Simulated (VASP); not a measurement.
# AgCl (Pm-3m) in VASP: notebook

Runs on AgCl. Level: PBE. Tasks: single point.

All numbers are computed with VASP 6.6.1; they aren't measurements. Logs are shortened: lines on timing, memory, paths and dates and some standing lists are left out, and cuts for length are marked.

**1. Starting point**

It takes space group Pm-3m (No. 221, cubic). Conventional cell: a = 3.434 Å, b = 3.434 Å, c = 3.434 Å, α = 90.00°, β = 90.00°, γ = 90.00°. Ag (site symmetry m-3m) has 8 Cl at 2.97 Å as nearest neighbours. Cl (site symmetry m-3m) is surrounded by 8 Ag at 2.97 Å.

Measurements of this composition are mostly on another form, of space group No. 225.

**2. Single point, PBE**

Contents of INCAR:

```
PREC     = Low            # precision mode
ENCUT    = 460            # plane-wave cutoff, eV
EDIFF    = 1E-6           # SCF threshold, eV
ISMEAR   = 0              # smearing method
SIGMA    = 0.05           # smearing width, eV
LREAL    = F              # projectors in reciprocal space
LASPH    = T              # aspherical terms in the spheres
NELM     = 100            # most SCF steps
ALGO     = Normal         # electronic algorithm
ISIF     = 2              # what is computed and relaxed
LWAVE    = F              # write WAVECAR
LCHARG   = F              # write CHGCAR
GGA      = PE             # functional
ADDGRID  = F
```

Contents of KPOINTS:

```
Automatic mesh
0
Gamma
  4 4 4
```

Contents of POSCAR:

```
AgCl
1.0
    3.4339730000      0.0000000000      0.0000000000
    0.0000000000      3.4339730000      0.0000000000
    0.0000000000      0.0000000000      3.4339730000
Ag Cl
1 1
Direct
    0.0000000000      0.0000000000      0.0000000000
    0.5000000000      0.5000000000      0.5000000000
```

Potentials or basis: VASP PAW PBE potentials, release 64 (Ag, Cl).

Run with:

```sh
$ cat potpaw_PBE.64/Ag/POTCAR potpaw_PBE.64/Cl/POTCAR > POTCAR
$ mpirun -np 1 vasp_std > vasp.out
```

OUTCAR:

```text
PREC = Low
   ENCUT = 460
   EDIFF = 1E-6
   ISMEAR = 0
   LREAL = F
   LASPH = T
   NELM = 100
   ISIF = 2
   GGA = PE

 Found     10 irreducible k-points:

 Following reciprocal coordinates:
            Coordinates               Weight
  0.000000  0.000000  0.000000      1.000000
  0.250000  0.000000  0.000000      6.000000
  0.500000  0.000000  0.000000      3.000000
  0.250000  0.250000  0.000000     12.000000
  0.500000  0.250000  0.000000     12.000000
  0.500000  0.500000  0.000000      3.000000
   k-points           NKPTS =     10   k-points in BZ     NKDIM =     10   number of bands    NBANDS=     13
   number of dos      NEDOS =    301   number of ions     NIONS =      2
   total plane-waves  NPLWV =   5832
   dimension x,y,z NGX =    18 NGY =   18 NGZ =   18
   dimension x,y,z NGXF=    18 NGYF=   18 NGZF=   18
   ions per type =               1   1
   NGX,Y,Z   is equivalent  to a cutoff of   8.71,  8.71,  8.71 a.u.
   NGXF,Y,Z  is equivalent  to a cutoff of   8.71,  8.71,  8.71 a.u.
 SYSTEM =  unknown system
   PREC   = low       normal or accurate (medium, high low for compatibility)
   ISTART =      0    job   : 0-new  1-cont  2-samecut
   ICHARG =      2    charge: 1-file 2-atom 10-const
   ISPIN  =      1    spin polarized calculation?
   LNONCOLLINEAR =      F non collinear calculations
   LSORBIT =      F    spin-orbit coupling
   LASPH  =      T    aspherical Exc in radial PAW
   ENCUT  =  460.0 eV  33.81 Ry    5.81 a.u.   6.01  6.01  6.01*2*pi/ulx,y,z
   NELM   =    100;   NELMIN=  2; NELMDL= -5     # of ELM steps
   EDIFF  = 0.1E-05   stopping-criterion for ELM
   LREAL  =      F    real-space projection
   EDIFFG = 0.1E-04   stopping-criterion for IOM
   NSW    =      0    number of steps for IOM
   IBRION =     -1    ionic relax: 0-MD 1-quasi-New 2-CG
   NFREE  =      0    steps in history (QN), initial steepest desc. (CG)
   ISIF   =      2    stress and relaxation
   ISYM   =      2    0-nonsym 1-usesym 2-fastsym
   POTIM  = 0.5000    time-step for ionic-motion
   TEBEG  =    0.0;   TEEND  =   0.0 temperature during run
   PSTRESS=    0.0 pullay stress
   NELECT =      18.0000    total number of electrons
   NUPDOWN=      -1.0000    fix difference up-down
   EMIN   =  10.00;   EMAX   =-10.00  energy-range for DOS
   EFERMI =   0.00;   METHOD = LEGACY
   ISMEAR =     0;   SIGMA  =   0.05  broadening in eV -4-tet -1-fermi 0-gaus
   EFERMI_NEDOS =   21; number of points for ismear=-14 and -15
   IALGO  =     38    algorithm
   IMIX   =      4    mixing-type and parameters
     AMIX     =   0.40;   BMIX     =  1.00
     AMIX_MAG =   1.60;   BMIX_MAG =  1.00
  volume/ion in A,a.u.               =      20.25       136.63
  Fermi-wavevector in a.u.,A,eV,Ry     =   1.249402  2.361027 21.238760  1.561005
  Thomas-Fermi vector in A             =   2.383444
   LORBIT       =      0    0 simple, 1 ext, 2 COOP (PROOUT), +10 PAW based schemes
   GGA     = PE    functional components
   LHFCALC =     F    Hartree Fock is set to
   AEXX    =    0.0000 exact exchange contribution
   IVDW    =     0    specifies the selected vdW correction
   LEPSILON=     F    determine dielectric tensor
   LRPA    =     F    only Hartree local field effects (RPA)
 non-spin polarized calculation
 Gauss-broadening in eV      SIGMA  =   0.05
  energy-cutoff  :      460.00
  volume of cell :       40.49
 maximum number of plane-waves:       925
   NGX = 13   NGY = 13   NGZ = 13

 number of electron      18.0000063 magnetization

 Free energy of the ion-electron system (eV)
  ---------------------------------------------------
  ext. energy  EPLUGINS =         0.00000000
  ---------------------------------------------------
  free energy    TOTEN  =        -5.09791804 eV

  energy without entropy =       -5.09791804  energy(sigma->0) =       -5.09791804

 E-fermi :   4.1751     XC(G=0): -10.3803

 val. band max:        3.9005776848   @ k =   0.5000   0.0000   0.0000
 cond. band min:       4.4622396817   @ k =   0.0000   0.0000   0.0000
 fundamental gap:      0.5616619969
 Fermi energy:         4.1750719002

 k-point     1 :       0.0000    0.0000    0.0000
  band No.  band energies     occupation
      1     -10.6586      2.00000
      2       1.1638      2.00000
      3       1.1638      2.00000
      4       2.1009      2.00000
      5       2.1009      2.00000
      6       2.1009      2.00000
      7       2.4075      2.00000
      8       2.4075      2.00000
      9       2.4075      2.00000
     10       4.4622      0.00000
     11      13.3314      0.00000
     12      13.3314      0.00000
     13      17.5479      0.00000

 k-point     2 :       0.2500    0.0000    0.0000
  band No.  band energies     occupation
      1     -10.4383      2.00000
      2       0.0444      2.00000
      3       1.2350      2.00000
      4       1.3691      2.00000
      5       1.3691      2.00000
      6       2.0208      2.00000
      7       2.1258      2.00000
      8       3.3387      2.00000
      9       3.3387      2.00000
     10       6.3846      0.00000
     11      12.5161      0.00000
     12      13.3274      0.00000
     13      15.3128      0.00000

 k-point     3 :       0.5000    0.0000    0.0000
  band No.  band energies     occupation
      1     -10.1933      2.00000
      2      -1.1034      2.00000
      3       1.0415      2.00000
      4       1.0415      2.00000
      5       1.3080      2.00000
      6       2.1509      2.00000
      7       2.4634      2.00000
      8       3.9006      2.00000
      9       3.9006      2.00000
     10       8.8033      0.00000
     11       9.4048      0.00000
     12      13.3213      0.00000
     13      13.9147      0.00000

 k-point     4 :       0.2500    0.2500    0.0000
  band No.  band energies     occupation
      1     -10.2519      2.00000
      2       0.0878      2.00000
      3       0.7428      2.00000
      4       1.4135      2.00000
      5       1.4921      2.00000
      6       1.9587      2.00000
      7       2.3113      2.00000
      8       2.3603      2.00000
      9       3.4829      2.00000
     10       7.5994      0.00000
     11      11.6913      0.00000
     12      13.4323      0.00000
     13      14.7845      0.00000

 k-point     5 :       0.5000    0.2500    0.0000
  band No.  band energies     occupation
      1     -10.0487      2.00000
      2      -0.5337      2.00000
      3       0.7521      2.00000
      4       1.3482      2.00000
      5       1.4766      2.00000
      6       1.9784      2.00000
      7       2.4168      2.00000
      8       2.5554      2.00000
      9       3.5492      2.00000
     10       7.9400      0.00000
     11      10.6657      0.00000
     12      13.4113      0.00000
     13      14.6985      0.00000

 k-point     6 :       0.5000    0.5000    0.0000
  band No.  band energies     occupation
      1      -9.8939      2.00000
      2       0.3383      2.00000
      3       0.3383      2.00000
      4       1.3997      2.00000
      5       1.7902      2.00000
      6       1.8165      2.00000
      7       1.8165      2.00000
      8       2.3961      2.00000
      9       3.0337      2.00000
     10       6.6916      0.00000
     11      12.8250      0.00000
     12      12.8250      0.00000
     13      14.5177      0.00000

 [... further k-points ...]

------------------------ aborting loop because EDIFF is reached ----------------------------------------

  FORCE on cell =-STRESS in cart. coord.  units (eV):
  Direction    XX          YY          ZZ          XY          YZ          ZX
  --------------------------------------------------------------------------------------
  -------------------------------------------------------------------------------------
  Total        0.0057244      0.0057244      0.0057244      0.0000000     -0.0000000      0.0000000
  in kB        0.2264919      0.2264919      0.2264919      0.0000000     -0.0000000      0.0000000
  external PRESSURE =       0.2264919 kB  Pullay stress =       0.0000000 kB

 VOLUME and BASIS-vectors are now :
 -----------------------------------------------------------------------------
  energy-cutoff  :      460.00
  volume of cell :       40.49
      direct lattice vectors                 reciprocal lattice vectors
     3.433973000  0.000000000  0.000000000     0.291207881  0.000000000  0.000000000
     0.000000000  3.433973000  0.000000000     0.000000000  0.291207881  0.000000000
     0.000000000  0.000000000  3.433973000     0.000000000  0.000000000  0.291207881

 POSITION                                       TOTAL-FORCE (eV/Angst)
 -----------------------------------------------------------------------------------
      0.00000      0.00000      0.00000         0.000000      0.000000      0.000000
      1.71699      1.71699      1.71699         0.000000      0.000000      0.000000
 -----------------------------------------------------------------------------------
    total drift:                               -0.000000     -0.000000     -0.000000

  FREE ENERGIE OF THE ION-ELECTRON SYSTEM (eV)
  ---------------------------------------------------
  free  energy   TOTEN  =        -5.0979180396 eV

  energy  without entropy=       -5.0979180396  energy(sigma->0) =       -5.09791804
```

Wall time 2.6 s (1 thread of AMD EPYC 9R45 (Zen 5), shared host); peak memory 0.07 GiB.

The run converged, but some of its settings lie outside the range that counts as converged, so its numbers aren't taken as properties of the crystal.

What came out:

```
Free energy            : -5.0979 eV
Pressure               : 0.0 GPa
Band gap on the k mesh : 0.56 eV, indirect (least direct gap 2.05 eV)
```

Caveat: the k mesh is coarse (spacing up to 0.46 Å⁻¹), so the values aren't converged.

**3. Single point, PBE**

INCAR, as its differences from that of step 2:

```diff
@@ -1,2 +1,2 @@
-PREC     = Low            # precision mode
+PREC     = Normal         # precision mode
 ENCUT    = 460            # plane-wave cutoff, eV
```

KPOINTS is that of step 2.

POSCAR is that of step 2.

Potentials or basis: VASP PAW PBE potentials, release 64 (Ag, Cl).

Run with:

```sh
$ cat potpaw_PBE.64/Ag/POTCAR potpaw_PBE.64/Cl/POTCAR > POTCAR
$ mpirun -np 1 vasp_std > vasp.out
```

OUTCAR:

```text
PREC = Normal
   ENCUT = 460
   EDIFF = 1E-6
   ISMEAR = 0
   LREAL = F
   LASPH = T
   NELM = 100
   ISIF = 2
   GGA = PE

 Found     10 irreducible k-points:

 Following reciprocal coordinates:
            Coordinates               Weight
  0.000000  0.000000  0.000000      1.000000
  0.250000  0.000000  0.000000      6.000000
  0.500000  0.000000  0.000000      3.000000
  0.250000  0.250000  0.000000     12.000000
  0.500000  0.250000  0.000000     12.000000
  0.500000  0.500000  0.000000      3.000000
   k-points           NKPTS =     10   k-points in BZ     NKDIM =     10   number of bands    NBANDS=     13
   number of dos      NEDOS =    301   number of ions     NIONS =      2
   total plane-waves  NPLWV =   5832
   dimension x,y,z NGX =    18 NGY =   18 NGZ =   18
   dimension x,y,z NGXF=    36 NGYF=   36 NGZF=   36
   ions per type =               1   1
   NGX,Y,Z   is equivalent  to a cutoff of   8.71,  8.71,  8.71 a.u.
   NGXF,Y,Z  is equivalent  to a cutoff of  17.43, 17.43, 17.43 a.u.
 SYSTEM =  unknown system
   PREC   = normal    normal or accurate (medium, high low for compatibility)
   ISTART =      0    job   : 0-new  1-cont  2-samecut
   ICHARG =      2    charge: 1-file 2-atom 10-const
   ISPIN  =      1    spin polarized calculation?
   LNONCOLLINEAR =      F non collinear calculations
   LSORBIT =      F    spin-orbit coupling
   LASPH  =      T    aspherical Exc in radial PAW
   ENCUT  =  460.0 eV  33.81 Ry    5.81 a.u.   6.01  6.01  6.01*2*pi/ulx,y,z
   NELM   =    100;   NELMIN=  2; NELMDL= -5     # of ELM steps
   EDIFF  = 0.1E-05   stopping-criterion for ELM
   LREAL  =      F    real-space projection
   EDIFFG = 0.1E-04   stopping-criterion for IOM
   NSW    =      0    number of steps for IOM
   IBRION =     -1    ionic relax: 0-MD 1-quasi-New 2-CG
   NFREE  =      0    steps in history (QN), initial steepest desc. (CG)
   ISIF   =      2    stress and relaxation
   ISYM   =      2    0-nonsym 1-usesym 2-fastsym
   POTIM  = 0.5000    time-step for ionic-motion
   TEBEG  =    0.0;   TEEND  =   0.0 temperature during run
   PSTRESS=    0.0 pullay stress
   NELECT =      18.0000    total number of electrons
   NUPDOWN=      -1.0000    fix difference up-down
   EMIN   =  10.00;   EMAX   =-10.00  energy-range for DOS
   EFERMI =   0.00;   METHOD = LEGACY
   ISMEAR =     0;   SIGMA  =   0.05  broadening in eV -4-tet -1-fermi 0-gaus
   EFERMI_NEDOS =   21; number of points for ismear=-14 and -15
   IALGO  =     38    algorithm
   IMIX   =      4    mixing-type and parameters
     AMIX     =   0.40;   BMIX     =  1.00
     AMIX_MAG =   1.60;   BMIX_MAG =  1.00
  volume/ion in A,a.u.               =      20.25       136.63
  Fermi-wavevector in a.u.,A,eV,Ry     =   1.249402  2.361027 21.238760  1.561005
  Thomas-Fermi vector in A             =   2.383444
   LORBIT       =      0    0 simple, 1 ext, 2 COOP (PROOUT), +10 PAW based schemes
   GGA     = PE    functional components
   LHFCALC =     F    Hartree Fock is set to
   AEXX    =    0.0000 exact exchange contribution
   IVDW    =     0    specifies the selected vdW correction
   LEPSILON=     F    determine dielectric tensor
   LRPA    =     F    only Hartree local field effects (RPA)
 non-spin polarized calculation
 Gauss-broadening in eV      SIGMA  =   0.05
  energy-cutoff  :      460.00
  volume of cell :       40.49
 maximum number of plane-waves:       925
   NGX = 13   NGY = 13   NGZ = 13

 number of electron      17.9999954 magnetization

 Free energy of the ion-electron system (eV)
  ---------------------------------------------------
  ext. energy  EPLUGINS =         0.00000000
  ---------------------------------------------------
  free energy    TOTEN  =        -5.09558197 eV

  energy without entropy =       -5.09558197  energy(sigma->0) =       -5.09558197

 E-fermi :   4.1749     XC(G=0): -10.3804

 val. band max:        3.9004521856   @ k =   0.5000   0.0000   0.0000
 cond. band min:       4.4619252368   @ k =   0.0000   0.0000   0.0000
 fundamental gap:      0.5614730512
 Fermi energy:         4.1748584861

 k-point     1 :       0.0000    0.0000    0.0000
  band No.  band energies     occupation
      1     -10.6585      2.00000
      2       1.1638      2.00000
      3       1.1638      2.00000
      4       2.1009      2.00000
      5       2.1009      2.00000
      6       2.1009      2.00000
      7       2.4073      2.00000
      8       2.4073      2.00000
      9       2.4073      2.00000
     10       4.4619      0.00000
     11      13.3314      0.00000
     12      13.3314      0.00000
     13      17.5474      0.00000

 k-point     2 :       0.2500    0.0000    0.0000
  band No.  band energies     occupation
      1     -10.4382      2.00000
      2       0.0443      2.00000
      3       1.2349      2.00000
      4       1.3690      2.00000
      5       1.3690      2.00000
      6       2.0207      2.00000
      7       2.1258      2.00000
      8       3.3386      2.00000
      9       3.3386      2.00000
     10       6.3843      0.00000
     11      12.5158      0.00000
     12      13.3273      0.00000
     13      15.3125      0.00000

 k-point     3 :       0.5000    0.0000    0.0000
  band No.  band energies     occupation
      1     -10.1932      2.00000
      2      -1.1036      2.00000
      3       1.0415      2.00000
      4       1.0415      2.00000
      5       1.3080      2.00000
      6       2.1509      2.00000
      7       2.4634      2.00000
      8       3.9005      2.00000
      9       3.9005      2.00000
     10       8.8031      0.00000
     11       9.4043      0.00000
     12      13.3212      0.00000
     13      13.9145      0.00000

 k-point     4 :       0.2500    0.2500    0.0000
  band No.  band energies     occupation
      1     -10.2519      2.00000
      2       0.0876      2.00000
      3       0.7427      2.00000
      4       1.4135      2.00000
      5       1.4921      2.00000
      6       1.9587      2.00000
      7       2.3112      2.00000
      8       2.3602      2.00000
      9       3.4827      2.00000
     10       7.5990      0.00000
     11      11.6911      0.00000
     12      13.4321      0.00000
     13      14.7843      0.00000

 k-point     5 :       0.5000    0.2500    0.0000
  band No.  band energies     occupation
      1     -10.0486      2.00000
      2      -0.5339      2.00000
      3       0.7519      2.00000
      4       1.3481      2.00000
      5       1.4766      2.00000
      6       1.9784      2.00000
      7       2.4168      2.00000
      8       2.5554      2.00000
      9       3.5491      2.00000
     10       7.9396      0.00000
     11      10.6655      0.00000
     12      13.4110      0.00000
     13      14.6983      0.00000

 k-point     6 :       0.5000    0.5000    0.0000
  band No.  band energies     occupation
      1      -9.8938      2.00000
      2       0.3381      2.00000
      3       0.3381      2.00000
      4       1.3996      2.00000
      5       1.7902      2.00000
      6       1.8164      2.00000
      7       1.8164      2.00000
      8       2.3961      2.00000
      9       3.0335      2.00000
     10       6.6913      0.00000
     11      12.8246      0.00000
     12      12.8246      0.00000
     13      14.5177      0.00000

 [... further k-points ...]

------------------------ aborting loop because EDIFF is reached ----------------------------------------

  FORCE on cell =-STRESS in cart. coord.  units (eV):
  Direction    XX          YY          ZZ          XY          YZ          ZX
  --------------------------------------------------------------------------------------
  -------------------------------------------------------------------------------------
  Total       -0.0013330     -0.0013330     -0.0013330     -0.0000000      0.0000000     -0.0000000
  in kB       -0.0527403     -0.0527403     -0.0527403     -0.0000000      0.0000000     -0.0000000
  external PRESSURE =      -0.0527403 kB  Pullay stress =       0.0000000 kB

 VOLUME and BASIS-vectors are now :
 -----------------------------------------------------------------------------
  energy-cutoff  :      460.00
  volume of cell :       40.49
      direct lattice vectors                 reciprocal lattice vectors
     3.433973000  0.000000000  0.000000000     0.291207881  0.000000000  0.000000000
     0.000000000  3.433973000  0.000000000     0.000000000  0.291207881  0.000000000
     0.000000000  0.000000000  3.433973000     0.000000000  0.000000000  0.291207881

 POSITION                                       TOTAL-FORCE (eV/Angst)
 -----------------------------------------------------------------------------------
      0.00000      0.00000      0.00000         0.000000      0.000000      0.000000
      1.71699      1.71699      1.71699         0.000000      0.000000      0.000000
 -----------------------------------------------------------------------------------
    total drift:                                0.000000     -0.000000     -0.000000

  FREE ENERGIE OF THE ION-ELECTRON SYSTEM (eV)
  ---------------------------------------------------
  free  energy   TOTEN  =        -5.0955819656 eV

  energy  without entropy=       -5.0955819656  energy(sigma->0) =       -5.09558197
```

Wall time 2.7 s (1 thread of AMD EPYC 9R45 (Zen 5), shared host); peak memory 0.08 GiB.

The run converged, but some of its settings lie outside the range that counts as converged, so its numbers aren't taken as properties of the crystal.

What came out:

```
Free energy            : -5.0956 eV
Pressure               : 0.0 GPa
Band gap on the k mesh : 0.56 eV, indirect (least direct gap 2.05 eV)
```

Caveat: the k mesh is coarse (spacing up to 0.46 Å⁻¹), so the values aren't converged.

(Part 1 of 2 ends here.)
